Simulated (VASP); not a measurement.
# C: relaxation of cell and atoms with PBE

C:

```xyz
8
Lattice="2.5221 0.0000 0.0000 -1.2611 2.1842 0.0000 0.0000 0.0000 8.2371" Properties=species:S:1:pos:R:3 pbc="T T T"
C     1.2611    0.7281    6.9501
C     0.0000    1.4561    2.8315
C     1.2611    0.7281    5.4056
C     0.0000    1.4561    1.2870
C     0.0000    0.0000    7.4649
C     0.0000    0.0000    3.3463
C     0.0000    0.0000    4.8908
C     0.0000    0.0000    0.7722
```

This is a hexagonal form of diamond, not graphite.

| Item | Value |
| --- | --- |
| Program | VASP 6.6.1 |
| Task | relaxation of cell and atoms |
| Functional | PBE |
| Potentials or basis | VASP PAW PBE potentials, release 64 (C) |
| Cutoff | 600 eV |
| k mesh | 12 × 12 × 4 |
| Occupations | fermi-dirac, width 0.05 eV |
| Spin | no spin polarisation |
| Further INCAR settings | ALGO = Normal; EDIFF = 1e-06; IBRION = 2; EDIFFG = -0.01; NSW = 60; ISIF = 3 |

| Property | Result |
| --- | --- |
| Relaxed volume | 5.70 Å³/atom |
| Relaxed cell | a = 2.518 Å, b = 2.518 Å, c = 8.304 Å, α = 90.00°, β = 90.00°, γ = 120.00° |
| Space group after relaxing (to 0.05 Å) | P6_3/mmc (No. 194) |
| Energy gained by relaxing | 2.6 meV/atom |
| Ionic steps | 6 |
| Pressure after relaxing | 0.0 GPa |
| Largest force after relaxing | 0.004 eV/Å |
| Band gap on the k mesh | 4.53 eV, indirect (least direct gap 5.29 eV) |

Forces on the atoms (eV/Å):
```
C    0.000  0.000  0.004
C    0.000  0.000  0.004
C    0.000  0.000 -0.004
C    0.000  0.000 -0.004
C    0.000  0.000  0.001
C    0.000  0.000  0.001
C    0.000  0.000 -0.001
C    0.000  0.000 -0.001
```

Step by step:
| step | energy change (eV) | largest force (eV/Å) | pressure (GPa) | volume (Å³) |
| --- | --- | --- | --- | --- |
| 1 | 0.0000 | 0.3284 | 2.25 | 45.38 |
| 2 | 0.0130 | 0.4683 | -2.49 | 45.90 |
| 3 | -0.0204 | 0.0443 | 0.01 | 45.60 |
| 4 | -0.0204 | 0.0371 | 0.05 | 45.60 |
| 5 | -0.0204 | 0.0402 | -0.06 | 45.61 |
| 6 | -0.0206 | 0.0041 | -0.01 | 45.60 |

Final structure:
```cif
data_structure
_symmetry_space_group_name_H-M 'P 1'
_symmetry_Int_Tables_number 1
_cell_length_a 2.5181
_cell_length_b 2.5181
_cell_length_c 8.3041
_cell_angle_alpha 90.000
_cell_angle_beta 90.000
_cell_angle_gamma 120.000
_cell_volume 45.60
loop_
_atom_site_label
_atom_site_type_symbol
_atom_site_fract_x
_atom_site_fract_y
_atom_site_fract_z
_atom_site_occupancy
C1 C 0.66667 0.33333 0.84445 1
C2 C 0.33333 0.66667 0.34445 1
C3 C 0.66667 0.33333 0.65555 1
C4 C 0.33333 0.66667 0.15555 1
C5 C 0.00000 0.00000 0.90702 1
C6 C 0.00000 0.00000 0.40702 1
C7 C 0.00000 0.00000 0.59298 1
C8 C 0.00000 0.00000 0.09298 1
```

Levels at points of the mesh, in eV from the valence-band top:
```
           k point  band 13  band 14  band 15  band 16  band 17  band 18  band 19  band 20
(0.00, 0.00, 0.00)    -1.72    -0.22     0.00     0.00     5.29     5.29     5.46     7.10
(0.50, 0.00, 0.00)    -4.91    -4.65    -3.66    -2.95     4.60     5.57     5.98     6.02
(0.00, 0.00, 0.50)    -0.65    -0.65    -0.65    -0.65     6.06     6.06     6.06     6.06
(0.50, 0.00, 0.50)    -4.71    -4.71    -3.64    -3.64     4.94     4.94     6.98     6.98
```

Wall time 76 s on 1 thread of Intel(R) Xeon(R) 6975P-C (Granite Rapids), with other jobs on the host, peak memory 0.19 GiB.

A k mesh can miss the band edges. A hybrid or GW would open this gap; PBE tends to underestimate it.
